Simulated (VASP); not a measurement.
A run of VASP 6.6.1 is set up as follows.

INCAR

```
PREC = Accurate
ENCUT = 520
EDIFF = 1E-7
ISMEAR = -1
SIGMA = 0.13605693000000002
LREAL = F
LASPH = T
NELM = 80
ALGO = Normal
ISIF = 2
LWAVE = F
LCHARG = F
NBANDS = 10
```

Contents of KPOINTS:

```
regular mesh
0
Gamma
  15 15 15
```

File POSCAR:

```
Os
1.0
    0.0000000000      1.9007845329      1.9007845329
    1.9007845329      0.0000000000      1.9007845329
    1.9007845329      1.9007845329      0.0000000000
Os
1
Direct
    0.0000000000      0.0000000000      0.0000000000
```

Potentials or basis: VASP PAW LDA potentials, release 64 (Os).

Launch:

```console
$ cat potpaw_LDA.64/Os/POTCAR > POTCAR
$ mpirun -np 1 vasp_std > vasp.out
```

(1) What does it give for the band gap on the k mesh?

(2) Estimate the pressure.

Results:

(1) none (metal or under the smearing width).

(2) 1.5 GPa.
